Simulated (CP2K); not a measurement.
Runs of CP2K 2026.2 on CaO. It takes space group Fm-3m (No. 225, cubic). Conventional cell: a = 4.807 Å, b = 4.807 Å, c = 4.807 Å, α = 90.00°, β = 90.00°, γ = 90.00°. Around Ca (site symmetry m-3m) lie 6 O at 2.40 Å. O (site symmetry m-3m) is surrounded by 6 Ca at 2.40 Å. The cell is a database's computed one.

```csv
level,potentials or basis,smearing,NGRIDS,bands added on the path,CUTOFF of the grids,gap on the mesh (eV),pressure (GPa)
r2SCAN,"POTENTIAL_UZH Ca GTH-SCAN-q10, O GTH-SCAN-q6; TZVP-MOLOPT-SCAN-GTH basis",fermi-dirac 0.1 eV,4,4,850 Ry,4.23,-0.1
LDA,"GTH_POTENTIALS Ca GTH-PADE-q10, O GTH-PADE-q6; TZVP-MOLOPT-PBE-GTH basis",fermi-dirac 0.05 eV,4,2,600 Ry,(a),-6.2
PBEsol,"POTENTIAL_UZH Ca GTH-PBE-q10, O GTH-PBE-q6; TZVP-MOLOPT-PBE-GTH basis",fermi-dirac 0.01 eV,5,6,600 Ry,(b),-1.3
TB-mBJ,"POTENTIAL_UZH Ca GTH-PBE-q10, O GTH-PBE-q6; TZVP-MOLOPT-PBE-GTH basis",fermi-dirac 0.01 eV,5,4,850 Ry,4.02,-
```

Alike in all rows: task band structure; no spin polarisation; cell as given; k mesh 10 × 10 × 10.

Question: Estimate the missing entries.

Answer: (a) 3.59; (b) 3.70.

Caveats: the basis of atomic orbitals isn't converged, which shifts pressures, moduli and gaps; the potentials were made for another functional, which shifts forces and pressure (some runs); this is a model potential without an energy functional, so only levels have meaning (some runs).

Runs at the PBE level aren't shown here.
